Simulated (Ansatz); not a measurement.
Space group Cmcm (No. 63). a = 2.840 Å, b = 5.101 Å, c = 4.857 Å, α = 90.00°, β = 90.00°, γ = 90.00°
| atom | site | symmetry | x | y | z |
| --- | --- | --- | --- | --- | --- |
| Au | 4c | m2m | 0.0000 | 0.3359 | 0.7500 |

Equation of state of this Au structure (not necessarily the ground state), with shape and atoms relaxed at each volume where symmetry leaves them free. It has no gap at any of these volumes. Computed with DFT r2SCAN, scalar-relativistic, plane waves, PAW (Ansatz).

Plane waves to 500 eV, a k mesh through Γ of 16×16×10 on the computed 2-atom cell and Gaussian smearing (0.10 eV); no spin polarisation.

```
V (Å³/atom) E − E(largest V) (meV/atom) P (GPa)
     16.535                         8.27    11.13
     17.063                       -17.95     5.00
     17.591                       -25.90     0.00
     18.118                       -18.97    -4.09
     18.646                         0.00    -7.36
```

Question: Fit a third-order Birch–Murnaghan equation to E(V).

Answer: V0 = 17.59 Å³/atom, B0 = 150 GPa, B0' = 5.9.

Spin-orbit coupling is left out, which matters for the bands of heavy elements.

This form isn't the element's structure at ambient conditions.